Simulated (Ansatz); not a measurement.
Ca: a run of Ansatz with trial settings.

```yaml
crystal:
  lattice:
    - [-2.2052049036, 2.2052049036, 2.19611481]
    - [2.2052049036, -2.2052049036, 2.19611481]
    - [2.2052049036, 2.2052049036, -2.19611481]
  atoms:
    - { symbol: Ca, position: [0.5, 0.5, 0.0] }
basis: {}
kpoints:
  mp_grid: { grid: [6, 6, 6] }
hamiltonian:
  xc: pbe
scf:
  occupations: { method: gaussian, width: 0.1 }
output:
  forces: true
  stress: true
  eigenvalues: true
```

Command:

```bash
ansatz run input.yaml --threads 1 --pin off --max-ram 1331MiB --backend cpu --events-out ev --progress --plain --runs-dir out
```

From the log (HF is the Harris–Foulkes energy, dr2 the density residual in eV):

```text
Pseudopotential: Ca, paw, valence charge 10, recommended cutoff 420 eV (normal)
Crystal: 1 atom, lattice volume = 42.718 Å³
Basis set: ecut = 420 eV, 871 PW (Γ), exchange–correlation on 54×54×54 points (8 copies of the dense FFT grid, shifted against one another)
Bands: 9, of which v1, the nominal top of the filled ones, is band 5 counted from 1 (4 counted from 0)
Symmetry: 16 space group operations
Space group: I4/mmm (ITA 139), of the structure as read, at distance tolerance 3.5e-5 Å
k-points: 30 of 216
Initial density: superposition of atomic densities, corrected by the library's trained network
SCF iter   1: HF=-1816.843007 eV  Δρ=1.14e-3  dr2=7.43e-4
SCF iter   2: HF=-1816.842888 eV  Δρ=6.62e-4  dr2=2.51e-4
SCF iter   3: HF=-1816.842909 eV  Δρ=1.81e-4  dr2=2.35e-5
SCF iter   4: HF=-1816.842907 eV  Δρ=4.35e-5  dr2=5.27e-7
SCF iter   5: F=-1816.842908 eV  HF=-1816.842908 eV  Δρ=6.33e-6  dr2=1.36e-8
SCF iter   6: F=-1816.842908 eV  HF=-1816.842908 eV  Δρ=1.04e-6  dr2=2.87e-10
SCF 1 converged in 6 iterations: F = -1816.842908 eV  dr2 = 2.87e-10
SCF converged after 6 iterations
Free energy (F): -1816.842908 eV
E sigma→0 (E₀):  -1816.837291 eV
Entropy (-TS):   -0.011233 eV (-11.233 meV/atom)
Fermi energy:    4.919073 eV
--- Forces (eV/Å), atoms counted from 1 ---
  atom   1  Ca     0.00000000     0.00000000    -0.00000000
--- Stress (GPa, compression-positive) ---
       -0.148194       0.000000       0.000000
        0.000000      -0.148194      -0.000000
        0.000000       0.000000      -0.158367
  P = ⅓ Tr σ = -0.1516 GPa (-1.516 kbar)
```

Settings here are deliberately varied, not converged.